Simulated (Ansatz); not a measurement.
ZrS:

```
Zr S
1.0
     0.00000    2.62500    2.62500
     2.62500    0.00000    2.62500
     2.62500    2.62500    0.00000
Zr S
1 1
Cartesian
  0.0000 0.0000 0.0000
  2.6250 2.6250 2.6250
```

Base run:

| Quantity | Value |
| --- | --- |
| Program | Ansatz 0.2.0 |
| Functional | PBEsol |
| Potentials or basis | Ansatz PAW |
| Cutoff | 420 eV |
| Density cutoff | 1680 eV |
| k mesh | 9 × 9 × 9 |
| Occupations | fermi-dirac, width 0.05 eV |
| Spin | no spin polarisation |

Its results: band gap on the k mesh none (metal or under the smearing width); pressure -6.5 GPa.

Question: The run is repeated on the same cell with these changes: functional from PBEsol to r2SCAN; cutoff from 420 eV to 500 eV; density cutoff from 1680 eV to 2000 eV. What comes out?

Answer: Band gap on the k mesh none (metal or under the smearing width); pressure -2.0 GPa.

Caveats: the PAW data sets come from PBE, with cores solved anew for the run's functional, which leaves a small shift of forces and pressure.

Not every run made on this cell is shown here.
